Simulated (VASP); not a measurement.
A run of VASP 6.6.1 is set up as follows.

File INCAR:

```
PREC = Accurate ; ENCUT = 600
EDIFF = 1E-7 ; ISMEAR = 0
SIGMA = 0.03 ; LREAL = F
LASPH = T ; NELM = 80
ALGO = Normal ; ISIF = 3
LWAVE = F ; LCHARG = F
GGA = PE ; IBRION = 2
NSW = 90 ; EDIFFG = -0.005
```

Contents of KPOINTS:

```
regular mesh
0
Gamma
  8 8 8
```

Contents of POSCAR:

```
RbBr                                    
1.0
    0.0000000000      3.5138479304      3.5138479304
    3.5138479304      0.0000000000      3.5138479304
    3.5138479304      3.5138479304     -0.0000000000
  Rb              Br            
     1     1
Direct
     0.0000000000000000    0.0000000000000000    0.0000000000000000
     0.5000000000000000    0.5000000000000000    0.5000000000000000
```

Potentials or basis: VASP PAW PBE potentials, release 64 (Rb_sv, Br).

Launch:

```sh
$ cat potpaw_PBE.64/Rb_sv/POTCAR potpaw_PBE.64/Br/POTCAR > POTCAR
$ mpirun -np 1 vasp_std > vasp.out
```

Task: Predict the space group after relaxing (to 0.05 Å).

Result: Fm-3m (No. 225).

Task: What does it give for the relaxed volume?

Result: 43.34 Å³/atom.

Task: Predict the band gap on the k mesh.

Result: 4.18 eV, direct.

Final structure:
```
CELL_PARAMETERS angstrom
0.00000 3.51255 3.51255
3.51255 0.00000 3.51255
3.51255 3.51255 0.00000
ATOMIC_POSITIONS crystal
Rb 0.00000 0.00000 0.00000
Br 0.50000 0.50000 0.50000
```

A k mesh can miss the band edges. PBE gaps usually lie below the measured ones, often by a third to a half.
